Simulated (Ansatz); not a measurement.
# BN: the cost of one run

Program: Ansatz 0.2.0. Level of theory: DFT r2SCAN, scalar-relativistic, plane waves, PAW. These are calculated values, not measurements.

4 further runs of the same task are left out: 4 set aside as unsound or not needed.

### Step 1. The system as given

It takes space group P4/nmm (No. 129, tetragonal). The conventional cell has a = 3.096 Å, b = 3.096 Å, c = 3.912 Å, α = 90.00°, β = 90.00°, γ = 90.00°. B (site symmetry 4mm) is surrounded by 4 N at 1.80 Å. N (site symmetry -4m2) has 4 B at 1.80 Å as nearest neighbours.

Structure file:

```cif
data_structure
_symmetry_space_group_name_H-M 'P4/nmm:1'
_symmetry_Int_Tables_number 129
_cell_length_a 3.0956
_cell_length_b 3.0956
_cell_length_c 3.9116
_cell_angle_alpha 90.000
_cell_angle_beta 90.000
_cell_angle_gamma 90.000
_cell_volume 37.48
loop_
_atom_site_label
_atom_site_type_symbol
_atom_site_symmetry_multiplicity
_atom_site_Wyckoff_symbol
_atom_site_fract_x
_atom_site_fract_y
_atom_site_fract_z
_atom_site_occupancy
B1 B 2 c 0.00000 0.50000 0.23510 1
N1 N 2 a 0.00000 0.00000 0.00000 1
```

This is candidate A: litharge type (P4/nmm, No. 129).

(A quick probe on a coarse mesh, which set the mesh and smearing, is not shown.)

### Step 3. Coarse relaxation (candidate A)

Contents of input.yaml:

```yaml
crystal:
  lattice:
    - [3.0955931061, 0.0, 0.0]
    - [0.0, 3.0955931061, 0.0]
    - [0.0, 0.0, 3.9115510716]
  atoms:
    - { symbol: B, position: [0.0, 0.5, 0.2351] }
    - { symbol: B, position: [0.5, 0.0, 0.7649] }
    - { symbol: "N", position: [0.0, 0.0, 0.0] }
    - { symbol: "N", position: [0.5, 0.5, 0.0] }
basis:
  ecutwfc: 500
kpoints:
  mp_grid: { grid: [6, 6, 4] }
hamiltonian:
  xc: r2scan
scf:
  occupations: { method: gaussian, width: 0.1 }
  lower_state_search: "off"
output:
  forces: true
  stress: true
  eigenvalues: true
relax:
  adjacent_minimum: "off"
  f_tol: 0.04
  max_steps: 70
  cell: { stress_tol: 0.4 }
```

Launch:

```sh
$ ansatz run input.yaml --threads 1 --pin off --max-ram 3072MiB --backend cpu --events-out ev --progress --plain --runs-dir out
```

**Question.** How long does this run take on 1 thread of Arm Neoverse V2, shared host, and how much memory does it need?

About 26 s, with a peak of 0.37 GiB.
